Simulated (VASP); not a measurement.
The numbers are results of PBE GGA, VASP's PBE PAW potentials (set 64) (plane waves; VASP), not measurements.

VASP input:

**INCAR**
```
LCHARG = .FALSE.
ISMEAR = 0   ! Gaussian
GGA = PE
EDIFF = 1E-7   ! SCF stop (eV)
PREC = Accurate
ALGO = Normal
ENCUT = 480   ! plane-wave cut-off (eV)
LWAVE = .FALSE.
SIGMA = 0.05   ! width (eV)
NELM = 100
ISIF = 2   ! forces and stress, cell fixed
SYSTEM = NaBr
LREAL = .FALSE.   ! projection in real space or not
LMAXMIX = 4   ! l cut-off of mixed one-centre charges
LASPH = .TRUE.   ! aspherical one-centre terms
```

### KPOINTS
```
Regular mesh
0
gamma
8 8 8
0 0 0
```

POSCAR:
```
NaBr
1
    0.0000000000     3.1294295942     3.1294295942
    3.0090669175     0.0000000000     3.1294295942
    3.0090669175     3.1294295942     0.0000000000
Na Br
1 1
Direct
  0.0000000000   0.0000000000   0.0000000000
  0.5000000000   0.5000000000   0.5000000000
```

POTCAR, in this order: Na_pv Br (PBE.64 set). Program: vasp_std.

What VASP printed:

**OSZICAR**
```
       N       E                     dE             d eps       ncg     rms          rms(c)
DAV:   1     0.859052061591E+02    0.85905E+02   -0.68505E+03  1298   0.112E+03
DAV:   2     0.213292911313E+01   -0.83772E+02   -0.77950E+02  1425   0.246E+02
DAV:   3    -0.604958236988E+01   -0.81825E+01   -0.81178E+01  1568   0.779E+01
DAV:   4    -0.624344062752E+01   -0.19386E+00   -0.19368E+00  1427   0.129E+01
DAV:   5    -0.624636768860E+01   -0.29271E-02   -0.29267E-02  1548   0.159E+00    0.166E+00
DAV:   6    -0.611021891043E+01    0.13615E+00   -0.22760E-01  1490   0.297E+00    0.101E+00
DAV:   7    -0.609705307175E+01    0.13166E-01   -0.98103E-02  1511   0.191E+00    0.570E-01
DAV:   8    -0.610158027079E+01   -0.45272E-02   -0.77008E-03  1337   0.853E-01    0.117E-01
DAV:   9    -0.610156023847E+01    0.20032E-04   -0.13889E-04  1553   0.117E-01    0.659E-02
DAV:  10    -0.610164022226E+01   -0.79984E-04   -0.15295E-04  1349   0.106E-01    0.164E-02
DAV:  11    -0.610163949728E+01    0.72498E-06   -0.86096E-06  1508   0.290E-02    0.261E-03
DAV:  12    -0.610164002564E+01   -0.52836E-06   -0.59502E-07  1388   0.797E-03    0.516E-04
DAV:  13    -0.610164009054E+01   -0.64898E-07   -0.11307E-07  1418   0.258E-03
   1 F= -.61016401E+01 E0= -.61016401E+01  d E =-.495907E-20
```

OUTCAR:
```
------------------------ aborting loop because EDIFF is reached ----------------------------------------
  FORCE on cell =-STRESS in cart. coord.  units (eV):
  Direction    XX          YY          ZZ          XY          YZ          ZX
  --------------------------------------------------------------------------------------
  Total       -0.2230211     -0.5090211     -0.5090211      0.0000000      0.0000000      0.0000000
  in kB       -6.0626760    -13.8373895    -13.8373895      0.0000000      0.0000000      0.0000000
  external PRESSURE =     -11.2458183 kB  Pullay stress =       0.0000000 kB
  volume of cell :       58.94
      direct lattice vectors                 reciprocal lattice vectors
     0.000000000  3.129429594  3.129429594    -0.166164467  0.159773526  0.159773526
     3.009066918  0.000000000  3.129429594     0.166164467 -0.159773526  0.159773526
     3.009066918  3.129429594  0.000000000     0.166164467  0.159773526 -0.159773526
 POSITION                                       TOTAL-FORCE (eV/Angst)
 -----------------------------------------------------------------------------------
      0.00000      0.00000      0.00000         0.000000      0.000000     -0.000000
      3.00907      3.12943      3.12943         0.000000     -0.000000      0.000000
 -----------------------------------------------------------------------------------
    total drift:                                0.000000     -0.000000     -0.000000
  FREE ENERGIE OF THE ION-ELECTRON SYSTEM (eV)
  ---------------------------------------------------
  free  energy   TOTEN  =        -6.1016400905 eV

  energy  without entropy=       -6.1016400905  energy(sigma->0) =       -6.10164009
```
(Selected blocks of OUTCAR.)

File OUTCAR:
```
 val. band max:       -1.2579234812   @ k =   0.0000   0.0000   0.0000

 cond. band min:       2.6121856953   @ k =   0.0000   0.0000   0.0000


 Fermi energy:        -0.9511666932

 k-point     1 :       0.0000    0.0000    0.0000
  band No.  band energies     occupation
      1     -23.0154      2.00000
      2     -23.0154      2.00000
      3     -23.0092      2.00000
      4     -13.8671      2.00000
      5      -1.3061      2.00000
      6      -1.2579      2.00000
      7      -1.2579      2.00000
      8       2.6122      0.00000
      9       8.3895      0.00000
     10       8.3895      0.00000
     11       8.6467      0.00000

 k-point     2 :       0.1250    0.0000    0.0000
  band No.  band energies     occupation
      1     -23.0163      2.00000
      2     -23.0155      2.00000
      3     -23.0097      2.00000
      4     -13.8384      2.00000
      5      -1.6345      2.00000
      6      -1.3160      2.00000
      7      -1.2977      2.00000
      8       3.0983      0.00000
      9       7.9612      0.00000
     10       8.5223      0.00000
     11       8.7248      0.00000

 k-point     3 :       0.2500    0.0000    0.0000
  band No.  band energies     occupation
      1     -23.0188      2.00000
      2     -23.0159      2.00000
      3     -23.0106      2.00000
      4     -13.7678      2.00000
      5      -2.3020      2.00000
      6      -1.3904      2.00000
      7      -1.3843      2.00000
      8       4.0383      0.00000
      9       7.4410      0.00000
     10       8.3793      0.00000
     11       8.7108      0.00000

 k-point     4 :       0.3750    0.0000    0.0000
  band No.  band energies     occupation
      1     -23.0216      2.00000
      2     -23.0162      2.00000
      3     -23.0111      2.00000
      4     -13.6952      2.00000
      5      -2.8304      2.00000
      6      -1.4787      2.00000
      7      -1.4492      2.00000
      8       4.6538      0.00000
      9       7.5661      0.00000
...
```

The compound is NaBr in the rock salt structure. This cell was strained or had an atom moved on purpose.
